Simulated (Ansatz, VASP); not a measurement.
**CsSnI3 in VASP and in Ansatz**

```
Cs I Sn
1.0
     6.20570    0.06206    0.00000
     0.06206    6.20570    0.00000
     0.00000    0.00000    6.20570
Cs I Sn
1 3 1
Direct
  0.00000 0.00000 0.00000
  0.50000 0.50000 0.00000
  0.50000 0.00000 0.50000
  0.00000 0.50000 0.50000
  0.50000 0.50000 0.50000
```

Change from the starting cell: strain = 0.02.

Alike in both runs: task single point; functional PBE; k mesh 4 × 4 × 4; occupations fermi-dirac, width 0.05 eV; no spin polarisation.

|  | VASP | Ansatz |
| --- | --- | --- |
| version | VASP 6.6.1 | Ansatz 0.2.0 |
| potentials or method | VASP PAW PBE potentials, release 64 (Cs_sv, I, Sn_d) | Ansatz PAW |
| plane-wave cutoff (eV) | 520 | 420 |
| valence electrons in the cell | 44 | 74 |

```tsv
	VASP	Ansatz	Ansatz less VASP
gap on the k mesh at the Fermi level (eV)	0.28	0.29	+0.006
least direct gap on the mesh (eV)	0.28	0.29	+0.006
pressure (GPa)	0.8	0.8	0.00
largest component of the traceless stress (GPa)	0.09	0.09	0.000
```

The two sets of potentials don't hold the same shells in valence.

Caveats: spin-orbit coupling is left out, which moves the levels of the heavy elements. A k mesh can miss the band edges.
